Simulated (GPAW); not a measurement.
Al:

```
Al
1.0
    -0.02046    1.97065    2.04383
     2.00266    0.00997    2.01341
     2.05929    1.99687   -0.04667
Al
1
Direct
  0.00000 0.00000 0.00000
```

The cell isn't the ideal one: cell sheared at random, sigma 0.03, atoms nudged by 0.01 Å.

Base run:

```yaml
Program: GPAW 26.7.0
Functional: PBE
Potentials_or_basis: GPAW PAW data sets (gpaw-data 1.2.1)
Cutoff: 600 eV
Basis: pw
k_mesh: 11 × 11 × 11
Occupations: fermi-dirac, width 0.05 eV
Spin: no spin polarisation
```

Its results: band gap on the k mesh none (metal or under the smearing width); pressure 0.0 GPa.

Problem. The run is repeated on the same cell with these changes: functional from PBE to LDA; potentials or basis from GPAW PAW data sets (gpaw-data 1.2.1) to PAW data sets generated in the run's folder for this functional. What comes out?

Solution. Band gap on the k mesh none (metal or under the smearing width); pressure -3.2 GPa.
